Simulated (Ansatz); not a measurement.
# FeO (Wuestite) (Fm-3m) in Ansatz: a series of runs

The runs below take FeO (Wuestite) through band structure, with revPBE, BLYP.

Everything below comes from runs of Ansatz 0.2.0. Logs are shortened: lines on timing, memory, paths and dates and some standing lists are left out, and cuts for length are marked.

**Experimental background.**

“W\"ustite: Electric, thermodynamic and optical properties of FeO”, 2012, arxiv:1203.1201 quotes, for a bulk crystal of FeO: band gap 2.4 eV (optical).

How close the calculation comes is told below.

**1. The structure**

It takes space group Fm-3m (No. 225, cubic). The conventional cell has a = 4.311 Å, b = 4.311 Å, c = 4.311 Å, α = 90.00°, β = 90.00°, γ = 90.00°. Around Fe (site symmetry m-3m) lie 6 O at 2.16 Å. O (site symmetry m-3m) has 6 Fe at 2.16 Å as nearest neighbours.

**2. Band structure, revPBE, collinear spin, ferromagnetic start**

The input, input.yaml:

```yaml
crystal:
  lattice:
    - [0.0, 2.1554, 2.1554]
    - [2.1554, 0.0, 2.1554]
    - [2.1554, 2.1554, 0.0]
  atoms:
    - { symbol: Fe, position: [0.0, 0.0, 0.0], spin: 3.0 }
    - { symbol: O, position: [0.5, 0.5, 0.5] }
kpoints:
  mp_grid: { grid: [11, 11, 11] }
  band_path:
    path:
      - [0.0, 0.0, 0.0]
      - [0.5, 0.0, 0.5]
      - [0.5, 0.25, 0.75]
      - [0.375, 0.375, 0.75]
      - [0.0, 0.0, 0.0]
      - [0.5, 0.5, 0.5]
      - [0.625, 0.25, 0.625]
      - [0.5, 0.25, 0.75]
    npoints: 8
scf:
  occupations: { method: fermi_dirac, width: 0.05 }
hamiltonian:
  xc: revpbe
  pseudopotentials: { kind: all_electron, lapw: { basis_error: 0.001 } }
magnetization:
  spin_polarized: true
output:
  forces: true
  stress: true
  eigenvalues: true
```

Potentials or basis: all-electron LAPW, scalar-relativistic.

The run is started by

```bash
$ ansatz run input.yaml --threads 2 --pin off --max-ram 6144MiB --backend cpu --events-out ev --progress --plain --runs-dir out
```

Standard output:

```text
Warning: RAYON_NUM_THREADS=2 ignored (pool sized by the plan → 2); use --threads N
LAPW: plane waves up to 9.576 Å⁻¹, error target 1.0e-3 eV per atom; small_component_spin mean_spin; O in spheres of 0.981 Å, 8 of its electrons in bands, Dirac shells []; Fe in spheres of 1.175 Å, 16 of its electrons in bands, Dirac shells [] (how accurate: hamiltonian.pseudopotentials.lapw.basis_error, Limitations)
Engine: ansatz 0.2.0, aarch64-unknown-linux-gnu
Pseudopotentials: kind: all_electron
Pseudopotential: Fe, LAPW, valence charge 16, lapw/all_electron/scalar/gaussian/Fe, Koelling and Harmon's equation, gaussian nucleus
Pseudopotential: O, LAPW, valence charge 8, lapw/all_electron/scalar/gaussian/O, Koelling and Harmon's equation, gaussian nucleus
Functional definition: revPBE
  parameter kappa = 1.245
  parameter beta = 0.06672455060314922
  exchange = pbe_x(kappa = kappa, mu = beta*pi^2/3)
  correlation = pbe_c(beta = beta)
Crystal: 2 atoms, lattice volume = 20.027 Å³
Basis set: ecut = 349.34637992148015 eV, 307 PW (Γ), exchange–correlation at level 2
Bands: 18, of which v1, the nominal top of the filled ones, is band 12 counted from 1 (11 counted from 0)
Symmetry: 48 space group operations
Space group: Fm-3m (ITA 225), of the structure as read, at distance tolerance 2.7e-5 Å
Magnetic group: BNS 225.116 (UNI 1618), of the structure as read, at distance tolerance 2.7e-5 Å
k-points: 56 of 1331
Non-local potential: Fe, projectors of the file, none
Non-local potential: O, projectors of the file, none
Initial density: superposition of atomic densities (chi_scale 0.1, normalization cell, long waves kept (reshape's long-wave potential 0.00 eV rms))
Starting moments: Σ|m| = 3 μB on 1 of 2 sites
Initial wavefunctions: plane waves of lowest kinetic energy (no species holds an atomic orbital)
Functional: x = revpbe(κ = 1.245, μ = 0.2195149727645171), c = pbe(β = 0.06672455060314922)
iter 1 solved again at ethr=7.69e-3 eV; its pass at ethr=1.00e-1 eV (dr2=1.85e0 eV) is discarded
SCF iter   1: F=—  HF=-36687.493888 eV  |F-HF|=—  |Δ(HF+E_count)|=         —  Δρ=6.48e-2 (↑5.58e-2 ↓6.48e-2)  dr2=1.84e0  dr2_m=2.96e-1  M=4.005 μB ∫|m|=4.006 μB  β_m=0.30  ethr=7.69e-3  ⟨swp⟩=2.0  Hψ=13097  notcnv=0
Mixer restart at iter 1: flushing history
preconditioner: auto → none  [metal: Δε(μ)=0.034 eV  Ē_g=14.152 eV  σ=0.050 eV  W_gap=0.17  n_scr=8 (ndim 8)  ℏωp=31.0 eV  f_vac=0.000  D(μ)=1.35/eV (n_scr^D=14)  sad-step TF]
SCF iter   2: F=—  HF=-36686.513867 eV  |F-HF|=—  |Δ(HF+E_count)|=   9.80e-1  Δρ=3.44e-2 (↑3.44e-2 ↓3.40e-2)  dr2=4.39e-1  dr2_m=1.31e-1  M=4.001 μB ∫|m|=4.003 μB  β_m=0.47  ethr=7.69e-3  ⟨swp⟩=2.0  Hψ=5936  notcnv=0
SCF iter   3: F=—  HF=-36686.468802 eV  |F-HF|=—  |Δ(HF+E_count)|=   4.51e-2  Δρ=1.85e-2 (↑1.71e-2 ↓1.85e-2)  dr2=2.39e-1  dr2_m=1.50e-2  M=4.002 μB ∫|m|=4.008 μB  β_m=0.49  ethr=1.83e-3  ⟨swp⟩=2.0  Hψ=6048  notcnv=0
iter 4 solved again at ethr=1.11e-5 eV; its pass at ethr=9.97e-4 eV (dr2=2.66e-3 eV) is discarded
SCF iter   4: F=—  HF=-36686.405515 eV  |F-HF|=—  |Δ(HF+E_count)|=         —  Δρ=3.84e-3 (↑3.84e-3 ↓3.68e-3)  dr2=2.65e-3  dr2_m=1.56e-3  M=4.000 μB ∫|m|=4.011 μB  β_m=0.49  ethr=1.11e-5  ⟨swp⟩=2.0  Hψ=9811  notcnv=0
Mixer restart at iter 4: flushing history
the basis was enlarged: its passes take 1.2 MiB over the memory plan, 2 of 2 planned eigensolver slots
SCF iter   5: F=—  HF=-36686.409326 eV  |F-HF|=—  |Δ(HF+E_count)|=   3.81e-3  Δρ=3.20e-3 (↑3.20e-3 ↓1.44e-3)  dr2=5.17e-3  dr2_m=2.50e-4  M=4.001 μB ∫|m|=4.013 μB  β_m=0.48  ethr=1.11e-5  ⟨swp⟩=3.0  Hψ=6600  notcnv=0
SCF iter   6: F=—  HF=-36686.407303 eV  |F-HF|=—  |Δ(HF+E_count)|=   2.02e-3  Δρ=1.46e-3 (↑1.46e-3 ↓1.17e-3)  dr2=2.68e-4  dr2_m=2.31e-4  M=4.001 μB ∫|m|=4.013 μB  β_m=0.59  ethr=1.11e-5  ⟨swp⟩=2.5  Hψ=5524  notcnv=0
SCF iter   7: F=—  HF=-36686.408224 eV  |F-HF|=—  |Δ(HF+E_count)|=   9.21e-4  Δρ=4.16e-4 (↑4.16e-4 ↓3.33e-4)  dr2=1.29e-5  dr2_m=2.22e-5  M=4.001 μB ∫|m|=4.015 μB  β_m=0.79  ethr=1.12e-6  ⟨swp⟩=2.8  Hψ=5751  notcnv=0
SCF iter   8: F=—  HF=-36686.408294 eV  |F-HF|=—  |Δ(HF+E_count)|=   6.96e-5  Δρ=6.62e-5 (↑3.73e-5 ↓6.62e-5)  dr2=9.74e-8  dr2_m=4.44e-7  M=4.001 μB ∫|m|=4.016 μB  β_m=0.69  ethr=5.36e-8  ⟨swp⟩=3.0  Hψ=6123  notcnv=0
SCF iter   9: F=—  HF=-36686.408294 eV  |F-HF|=—  |Δ(HF+E_count)|=   2.17e-7  Δρ=1.23e-5 (↑1.23e-5 ↓1.16e-5)  dr2=9.35e-8  dr2_m=2.54e-9  M=4.001 μB ∫|m|=4.016 μB  β_m=0.64  ethr=4.06e-10  ⟨swp⟩=3.0  Hψ=6286  notcnv=0
SCF iter  10: F=—  HF=-36686.408294 eV  |F-HF|=—  |Δ(HF+E_count)|=   3.59e-8  Δρ=3.43e-6 (↑2.55e-6 ↓3.43e-6)  dr2=4.04e-9  dr2_m=4.56e-10  M=4.001 μB ∫|m|=4.016 μB  β_m=0.82  ethr=3.89e-10  ⟨swp⟩=2.3  Hψ=5508  notcnv=0
SCF iter  11: F=-36686.408294 eV  HF=-36686.408294 eV  |F-HF|=2.40e-10  |Δ(HF+E_count)|=   1.10e-8  Δρ=4.83e-7 (↑1.80e-7 ↓4.83e-7)  dr2=8.07e-11  dr2_m=8.91e-12  M=4.001 μB ∫|m|=4.016 μB  ethr=1.68e-11  ⟨swp⟩=3.0  Hψ=5826  notcnv=0
SCF 1 converged in 11 iterations: F = -36686.408294 eV  dr2 = 8.07e-11
NSCF: frozen V_eff on 57 k-points
SCF converged after 11 iterations
Magnetization: 4.0007 μB (14.0004 up, 9.9996 down)
Absolute magnetization: 4.0157 μB (∫|ρ↑−ρ↓|)
Spin contamination: 0.0114 ħ² per cell (⟨S²⟩ above its minimum at these occupations)
Per-site moments (μB) at R_I (Å): [(3.631489274529061, 1.174650293941046), (0.31745385248263736, 0.9807496739409913)]
Free energy (F): -36686.408294 eV
Harris-Foulkes:  -36686.408294 eV  (|F-HF|=2.40e-10)
Internal energy: -36686.396665 eV  (E = F + TS)
E sigma→0 (E₀):  -36686.402479 eV
Entropy (-TS):   -0.011629 eV (-5.815 meV/atom)
Fermi energy:    14.866255 eV
--- Per-component energies (eV) ---
  E_band       = -1248.162477
  E_kinetic    = 37161.565011
  E_xc         = -1761.515951
  E_electrostatic = -72086.445725  (all electrons and nuclei)
  E_smearing   = -0.011629  (= −TS)
  E_closure    = 0.000000  (closes the sum)
  E_atoms      = -36671.303224  (free atoms, spherical and without spin; not in F)
  Σ components = -36686.408294   (vs F -36686.408294, Δ=0.00e0)
  Basis errors (estimates in eV, not in F): energy 3.7e-4 per atom: plane waves 3.3e-4 (1.8e-4 summed), levels above the bands 4.3e-128, relativity 8.1e-8, radial functions 3.4e-5, core shells 2.3e-8; eigenvalues (radial functions only) 1.3e-5; not estimated: angular momenta, meshes, grids; target (lapw.basis_error) 1.0e-3; muffin-tin radii O 0.981 Å, Fe 1.175 Å
--- Forces (eV/Å), atoms counted from 1 ---
  atom   1  Fe    -0.00000000     0.00000000     0.00000000
  atom   2  O      0.00000000     0.00000000     0.00000000
  max |Σ_I F_I| component: 1.20e-29 eV/Å
--- Stress (GPa, compression-positive) ---
        3.741647       0.000000      -0.000000
        0.000000       3.741647       0.000000
       -0.000000       0.000000       3.741647
  P = ⅓ Tr σ = 3.7416 GPa (37.416 kbar)
--- Band table (eV; the first three rows and the last of 112) ---
  k-point 0 ↑: bands = ["-492.7571", "-75.1893", "-41.1732", "-41.1732", "-41.1732", "-6.0086", "10.9415", "10.9415", "10.9415", "10.9595", "10.9595", "10.9595", "11.1205", "11.1205", "14.8692", "30.1032", "31.8046", "31.8046"]
  k-point 1 ↑: bands = ["-492.7571", "-75.1889", "-41.1774", "-41.1738", "-41.1738", "-5.9276", "10.0626", "10.1759", "10.1759", "11.0201", "11.0201", "11.3147", "11.9221", "11.9221", "15.4520", "28.7713", "31.5464", "31.5464"]
  k-point 2 ↑: bands = ["-492.7571", "-75.1877", "-41.1886", "-41.1753", "-41.1753", "-5.7026", "8.8214", "9.4263", "9.4263", "11.1805", "11.1805", "11.5321", "12.7768", "12.7768", "16.6445", "26.7559", "30.5416", "30.5416"]
  k-point 55 ↓: bands = ["-492.5010", "-71.0040", "-37.1139", "-37.1109", "-37.0935", "-4.2060", "8.5633", "8.6350", "9.4210", "14.6474", "14.9886", "15.6088", "16.0463", "16.7817", "23.6332", "24.4358", "24.4564", "27.9523"]
```

bands.tsv:

```text
[... 70 lines left out ...]
6.917749	-507.623402	-90.048511	-56.073124	-56.073124	-56.059555	-19.641853	-6.861975	-6.861975	-6.724119	-3.076791	-3.076791	-2.995403	-2.843054	-1.792839	7.401717	8.922066	8.922066	11.717692	-507.367294	-85.870202	-51.978272	-51.978272	-51.961445	-19.067513	-6.186958	-6.186958	-5.602154	-0.050232	-0.050232	0.751714	1.129861	1.880172	8.785363	9.713333	9.713333	12.708037
```

It took 18 s on 2 threads of Arm Neoverse V1, shared host; peak memory 0.42 GiB.

What came out:

- Free energy: -36686.4083 eV
- Pressure: 3.7 GPa
- Band gap along the path: none (metal or under the smearing width)
- Net moment: 4.00 μB per cell
- Absolute moment: 4.02 μB per cell
- Site moments: Fe +3.63; O +0.32 μB

Levels at the corners of the path, in eV from the Fermi level:
Spin up:
| point | band 11 | band 12 | band 13 | band 14 | band 15 | band 16 | band 17 | band 18 |
| --- | --- | --- | --- | --- | --- | --- | --- | --- |
| Γ | -3.91 | -3.91 | -3.75 | -3.75 | 0.00 | 15.24 | 16.94 | 16.94 |
| X | -3.36 | -2.88 | -2.84 | -2.84 | 5.23 | 8.67 | 10.70 | 14.65 |
| W | -3.08 | -3.00 | -2.84 | -1.79 | 7.40 | 8.92 | 8.92 | 11.72 |
| K | -2.98 | -2.70 | -2.54 | -1.78 | 6.73 | 8.67 | 8.68 | 14.05 |
| Γ | -3.91 | -3.91 | -3.75 | -3.75 | 0.00 | 15.24 | 16.94 | 16.94 |
| L | -3.12 | -2.55 | -0.41 | -0.41 | 4.00 | 8.42 | 12.47 | 12.47 |
| U | -2.98 | -2.70 | -2.54 | -1.78 | 6.73 | 8.67 | 8.68 | 14.05 |
| W | -3.08 | -3.00 | -2.84 | -1.79 | 7.40 | 8.92 | 8.92 | 11.72 |
Spin down:
| point | band 7 | band 8 | band 9 | band 10 | band 11 | band 12 | band 13 | band 14 |
| --- | --- | --- | --- | --- | --- | --- | --- | --- |
| Γ | -3.36 | -3.36 | -3.36 | -0.73 | -0.73 | -0.73 | 0.27 | 0.27 |
| X | -6.98 | -4.53 | -4.53 | -2.13 | 0.75 | 0.75 | 0.82 | 1.21 |
| W | -6.19 | -6.19 | -5.60 | -0.05 | -0.05 | 0.75 | 1.13 | 1.88 |
| K | -6.59 | -6.19 | -4.92 | -0.81 | 0.57 | 0.67 | 1.37 | 1.82 |
| Γ | -3.36 | -3.36 | -3.36 | -0.73 | -0.73 | -0.73 | 0.27 | 0.27 |
| L | -8.08 | -5.21 | -5.21 | 0.41 | 0.41 | 0.60 | 2.83 | 2.83 |
| U | -6.59 | -6.19 | -4.92 | -0.81 | 0.57 | 0.67 | 1.37 | 1.82 |
| W | -6.19 | -6.19 | -5.60 | -0.05 | -0.05 | 0.75 | 1.13 | 1.88 |

Caveat: a cell with one magnetic atom can't hold antiferromagnetic order, which such compounds often take; semilocal functionals often make such compounds metallic where correlation or magnetic order opens a gap, which also shifts bond lengths.

**3. Band structure, BLYP, collinear spin, ferromagnetic start**

input.yaml, as its differences from that of step 2:

```diff
@@ -20,3 +20,3 @@
       - [0.5, 0.25, 0.75]
-    npoints: 8
+    npoints: 10
 scf:
@@ -24,3 +24,3 @@
 hamiltonian:
-  xc: revpbe
+  xc: blyp
   pseudopotentials: { kind: all_electron, lapw: { basis_error: 0.001 } }
```

Potentials or basis: all-electron LAPW, scalar-relativistic.

The run is started by

```bash
$ ansatz run input.yaml --threads 2 --pin off --max-ram 6144MiB --backend cpu --events-out ev --progress --plain --runs-dir out
```

Wall time 20 s (2 threads of Arm Neoverse V1, shared host); peak memory 0.42 GiB.

The run converged. Its results:

- Free energy: -36691.5133 eV
- Pressure: 6.7 GPa
- Band gap along the path: none (metal or under the smearing width)
- Net moment: 4.00 μB per cell
- Absolute moment: 4.01 μB per cell
- Site moments: Fe +3.60; O +0.34 μB

Levels at the corners of the path, in eV from the Fermi level:
Spin up:
```
point  band 12  band 13  band 14  band 15  band 16  band 17
    Γ    -3.71    -3.51    -3.51     0.41    16.02    17.37
    X    -2.65    -2.65    -2.64     5.43     9.02    11.28
    W    -2.76    -2.65    -1.59     7.53     9.33     9.33
    K    -2.51    -2.32    -1.58     6.92     9.06     9.10
    Γ    -3.71    -3.51    -3.51     0.41    16.02    17.37
    L    -2.37    -0.25    -0.25     4.51     8.60    12.77
    U    -2.51    -2.32    -1.58     6.92     9.06     9.10
    W    -2.76    -2.65    -1.59     7.53     9.33     9.33
```
Spin down:
```csv
point,band 6,band 7,band 8,band 9,band 10,band 11,band 12,band 13,band 14,band 15
Γ,-20.07,-3.24,-3.24,-3.24,-0.74,-0.74,-0.74,0.21,0.21,1.13
X,-18.90,-6.73,-4.38,-4.38,-2.04,0.72,0.72,0.75,1.18,6.56
W,-18.79,-5.98,-5.98,-5.50,-0.04,-0.04,0.72,1.08,1.84,8.70
K,-18.82,-6.37,-6.03,-4.81,-0.77,0.54,0.65,1.33,1.78,7.99
Γ,-20.07,-3.24,-3.24,-3.24,-0.74,-0.74,-0.74,0.21,0.21,1.13
L,-18.88,-7.89,-5.13,-5.13,0.38,0.38,0.59,2.83,2.83,4.95
U,-18.82,-6.37,-6.03,-4.81,-0.77,0.54,0.65,1.33,1.78,7.99
W,-18.79,-5.98,-5.98,-5.50,-0.04,-0.04,0.72,1.08,1.84,8.70
```

Caveat: a cell with one magnetic atom can't hold antiferromagnetic order, which such compounds often take; semilocal functionals often make such compounds metallic where correlation or magnetic order opens a gap, which also shifts bond lengths.

**4. How close it comes**

Step 2. Against the measured gap of FeO, 2.4 eV (optical; quoted in “W\"ustite: Electric, thermodynamic and optical properties of FeO”, 2012, arxiv:1203.1201), the calculated 0.00 eV is off by -2.40 eV. So large a miss can be the level of theory's own, or it may mean another phase, state or a wrong row. The value is that of revPBE, without temperature or zero-point motion. Semilocal functionals fall short of measured gaps as a rule. The run's magnetic order (collinear spin, ferromagnetic start) needn't be the measured crystal's.

Step 3. Measured gap of FeO: 2.4 eV (optical; quoted in “W\"ustite: Electric, thermodynamic and optical properties of FeO”, 2012, arxiv:1203.1201). This calculation gives 0.00 eV (-2.40 eV). So large a miss can be the level of theory's own, or it may mean another phase, state or a wrong row. The value is that of BLYP, without temperature or zero-point motion. Semilocal functionals fall short of measured gaps as a rule. The run's magnetic order (collinear spin, ferromagnetic start) needn't be the measured crystal's.
